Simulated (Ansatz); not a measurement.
Runs of Ansatz 0.2.0 on Mg. Symmetry: Fm-3m, No. 225, cubic system. Conventional cell: a = 4.489 Å, b = 4.489 Å, c = 4.489 Å, α = 90.00°, β = 90.00°, γ = 90.00°. Around Mg (site symmetry m-3m) lie 12 Mg at 3.17 Å. This isn't the form of Mg at room conditions, which is hcp.

```csv
task,level,potentials or basis,cell,k mesh,cutoff (eV),smearing,atoms under strain,other keys,gap on the mesh (eV),pressure (GPa)
atomic charges,PBEsol,Ansatz PAW,volume scaled by 1.25,10 × 10 × 10,420,fermi-dirac 0.1 eV,-,scf.algorithm = direct_min,none,-5.1
density of states,B3LYP,PseudoDojo stringent (PBE files),as given,7 × 7 × 7,1143,fermi-dirac 0.05 eV,-,-,none,(b)
elastic constants,BLYP,PseudoDojo standard (LDA files),as given,9 × 9 × 9,1143,fermi-dirac 0.1 eV,clamped,-,none,1.5
single point,PBE,Ansatz PAW,cell strained at random at fixed volume,10 × 10 × 10,420,fermi-dirac 0.05 eV,-,-,none,0.8
density of states,PBEsol,SSSP efficiency PAW,as given,10 × 10 × 10,408,methfessel-paxton 0.1 eV,-,-,none,0.0
single point,PBE,Ansatz PAW,as given,10 × 10 × 10,420,fermi-dirac 0.05 eV,-,-,none,0.8
projected density of states,PBE+D4,SPMS NC,as given,10 × 10 × 10,762,fermi-dirac 0.1 eV,-,-,none,(a)
```

Alike in all rows: no spin polarisation.

Question: Estimate the missing entries.

Answer: (a) 0.3; (b) 1.2.

Caveats: the potentials were made for another functional, which shifts forces and pressure (some runs); the PAW data sets come from PBE, with cores solved anew for the run's functional, which leaves a small shift of forces and pressure (some runs); the thresholds are loose for stress (some runs); elastic constants of metals need much finer meshes, so these are rough (some runs); pairwise dispersion overbinds metals, which lowers pressure and volume (some runs).

A gap of «none» marks a metal or a gap under the smearing width.

The runs don't all hold the same shells in valence.
